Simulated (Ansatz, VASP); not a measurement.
## One calculation of W, two programs

Contents of INCAR:

```
SYSTEM = W
ALGO = Normal
EDIFF = 1E-6
ENCUT = 520
ISIF = 2
ISMEAR = 0
LASPH = .TRUE.
LCHARG = .FALSE.
LREAL = .FALSE.
LWAVE = .FALSE.
NBANDS = 13
NELM = 60
PREC = Accurate
SIGMA = 0.1
```

File KPOINTS:

```
k-points
0
G
  8 8 8
  0 0 0
```

File POSCAR:

```
W
1.0
   -1.6007500000      1.6007500000      1.6007500000
    1.6007500000     -1.6007500000      1.6007500000
    1.6007500000      1.6007500000     -1.6007500000
W
1
Direct
    0.0000000000      0.0000000000      0.0000000000
```

Input for Ansatz:

```yaml
crystal:
  lattice:
    - [-1.60075, 1.60075, 1.60075]
    - [1.60075, -1.60075, 1.60075]
    - [1.60075, 1.60075, -1.60075]
  atoms:
    - { symbol: W, position: [0.0, 0.0, 0.0] }
basis:
  ecutwfc: 420
kpoints:
  mp_grid: { grid: [8, 8, 8] }
hamiltonian:
  xc: lda
  pseudopotentials: { kind: paw, azcp: { folder: soft_1 } }
scf:
  occupations: { method: gaussian, width: 0.1 }
output:
  forces: true
  stress: true
  eigenvalues: true
```

Alike in both runs: task single point; functional LDA; k mesh 8 × 8 × 8; occupations gaussian, width 0.1 eV; no spin polarisation.

|  | VASP | Ansatz |
| --- | --- | --- |
| version | VASP 6.6.1 | Ansatz 0.2.0 |
| potentials or method | VASP PAW LDA potentials, release 64 (W_sv) | scalar-relativistic, plane waves, PAW |
| plane-wave cutoff (eV) | 520 | 420 |
| valence electrons in the cell | 14 | 14 |

Ansatz gave:

| Property | Result |
| --- | --- |
| gap on the k mesh at the Fermi level (eV) | none |
| pressure (GPa) | -18.0 |

Estimate VASP's values.

gap on the k mesh at the Fermi level (eV): none; pressure (GPa): -16.6.

A gap of «none» marks a metal or a gap that the smearing closes. Ansatz warned: «pseudo_functional_mismatch».

Caveats: so large a pressure means that the cell lies far from this level's equilibrium, or that cutoff or potentials fall short (VASP). Spin-orbit coupling is left out, which matters for the levels of W.
